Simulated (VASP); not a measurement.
A run of VASP 6.6.1 is set up as follows.

Contents of POSCAR:

```
SiC
1.0
    0.0000000000      2.1790000000      2.1790000000
    2.1790000000      0.0000000000      2.1790000000
    2.1790000000      2.1790000000      0.0000000000
Si C
1 1
Direct
    0.0000000000      0.0000000000      0.0000000000
    0.7500000000      0.7500000000      0.7500000000
```

INCAR.step1

```
SYSTEM = SiC
  PREC = Accurate
  ENCUT = 520
  EDIFF = 1E-6
  ISMEAR = -1
  SIGMA = 0.05
  LREAL = .False.
  LASPH = .True.
  NELM = 100
  ALGO = Normal
  ISIF = 2
  LWAVE = .False.
  LCHARG = .True.
  GGA = B5
  ALDAX = 1.0
  AGGAX = 1.0
  AGGAC = 1.0
  ALDAC = 0.0
```

KPOINTS.step1

```
regular mesh
0
Gamma
  10 10 10
  0 0 0
```

INCAR.step2

```
SYSTEM = SiC
  PREC = Accurate
  ENCUT = 520
  EDIFF = 1E-6
  ISMEAR = 0
  SIGMA = 0.05
  LREAL = .False.
  LASPH = .True.
  NELM = 100
  ALGO = Normal
  ISIF = 2
  LWAVE = .False.
  LCHARG = .False.
  GGA = B5
  ALDAX = 1.0
  AGGAX = 1.0
  AGGAC = 1.0
  ALDAC = 0.0
  ICHARG = 11
```

File KPOINTS.step2:

```
path GXWKGLUWLK,UX
20
line-mode
reciprocal
 0.0000000000  0.0000000000  0.0000000000  G
 0.5000000000  0.0000000000  0.5000000000  X

 0.5000000000  0.0000000000  0.5000000000  X
 0.5000000000  0.2500000000  0.7500000000  W

 0.5000000000  0.2500000000  0.7500000000  W
 0.3750000000  0.3750000000  0.7500000000  K

 0.3750000000  0.3750000000  0.7500000000  K
 0.0000000000  0.0000000000  0.0000000000  G

 0.0000000000  0.0000000000  0.0000000000  G
 0.5000000000  0.5000000000  0.5000000000  L

 0.5000000000  0.5000000000  0.5000000000  L
 0.6250000000  0.2500000000  0.6250000000  U

 0.6250000000  0.2500000000  0.6250000000  U
 0.5000000000  0.2500000000  0.7500000000  W

 0.5000000000  0.2500000000  0.7500000000  W
 0.5000000000  0.5000000000  0.5000000000  L

 0.5000000000  0.5000000000  0.5000000000  L
 0.3750000000  0.3750000000  0.7500000000  K

 0.6250000000  0.2500000000  0.6250000000  U
 0.5000000000  0.0000000000  0.5000000000  X
```

Potentials or basis: VASP PAW PBE potentials, release 64 (Si, C).

The run is started by

```sh
$ cat potpaw_PBE.64/Si/POTCAR potpaw_PBE.64/C/POTCAR > POTCAR
$ cp INCAR.step1 INCAR
$ cp KPOINTS.step1 KPOINTS
$ mpirun -np 1 vasp_std > vasp.out
$ cp INCAR.step2 INCAR
$ cp KPOINTS.step2 KPOINTS
$ mpirun -np 1 vasp_std > vasp.out
```

Question: Estimate the band gap on the k mesh.

Answer: 1.70 eV, indirect (least direct gap 4.84 eV).

Question: Predict the band gap along the path.

Answer: 1.70 eV, indirect (least direct gap 4.84 eV).

Levels at the corners of the path, in eV from the valence-band top:
| point | band 1 | band 2 | band 3 | band 4 | band 5 | band 6 | band 7 | band 8 |
| --- | --- | --- | --- | --- | --- | --- | --- | --- |
| Γ | -15.27 | 0.00 | 0.00 | 0.00 | 6.42 | 7.39 | 7.39 | 7.39 |
| X | -10.31 | -7.72 | -3.13 | -3.13 | 1.70 | 4.54 | 14.09 | 14.09 |
| X | -10.31 | -7.72 | -3.13 | -3.13 | 1.70 | 4.54 | 14.09 | 14.09 |
| W | -10.10 | -6.98 | -4.85 | -4.53 | 5.45 | 9.47 | 9.60 | 10.02 |
| W | -10.10 | -6.98 | -4.85 | -4.53 | 5.45 | 9.47 | 9.60 | 10.02 |
| K | -10.32 | -7.21 | -5.38 | -2.55 | 3.40 | 7.92 | 11.95 | 12.55 |
| K | -10.32 | -7.21 | -5.38 | -2.55 | 3.40 | 7.92 | 11.95 | 12.55 |
| Γ | -15.27 | 0.00 | 0.00 | 0.00 | 6.42 | 7.39 | 7.39 | 7.39 |
| Γ | -15.27 | 0.00 | 0.00 | 0.00 | 6.42 | 7.39 | 7.39 | 7.39 |
| L | -11.76 | -8.38 | -1.05 | -1.05 | 5.56 | 7.41 | 7.41 | 10.35 |
| L | -11.76 | -8.38 | -1.05 | -1.05 | 5.56 | 7.41 | 7.41 | 10.35 |
| U | -10.32 | -7.21 | -5.38 | -2.55 | 3.40 | 7.92 | 11.95 | 12.55 |
| U | -10.32 | -7.21 | -5.38 | -2.55 | 3.40 | 7.92 | 11.95 | 12.54 |
| W | -10.10 | -6.98 | -4.85 | -4.53 | 5.45 | 9.47 | 9.60 | 10.02 |
| W | -10.10 | -6.98 | -4.85 | -4.53 | 5.45 | 9.47 | 9.60 | 10.02 |
| L | -11.76 | -8.38 | -1.05 | -1.05 | 5.56 | 7.41 | 7.41 | 10.35 |
| L | -11.76 | -8.38 | -1.05 | -1.05 | 5.56 | 7.41 | 7.41 | 10.35 |
| K | -10.32 | -7.21 | -5.38 | -2.55 | 3.40 | 7.92 | 11.95 | 12.54 |
| U | -10.32 | -7.21 | -5.38 | -2.55 | 3.40 | 7.92 | 11.95 | 12.55 |
| X | -10.31 | -7.72 | -3.13 | -3.13 | 1.70 | 4.54 | 14.09 | 14.10 |

Caveat: the log is that of the step along the path at fixed density, whose energy, stress, charges and moments have no meaning.

**The experiment to reproduce.**

From “Insight into the structural, elastic and electronic properties of a new orthorhombic 6O-SiC polytype”, 2020, pmc:7200658, for a bulk crystal of SiC: band gap 2.4 eV (indirect).

Measured gap of SiC: 2.4 eV (indirect; quoted in “Insight into the structural, elastic and electronic properties of a new orthorhombic 6O-SiC polytype”, 2020, pmc:7200658). This calculation gives 1.70 eV (-0.70 eV). The value is that of BLYP, without temperature or zero-point motion. Semilocal functionals fall short of measured gaps as a rule.
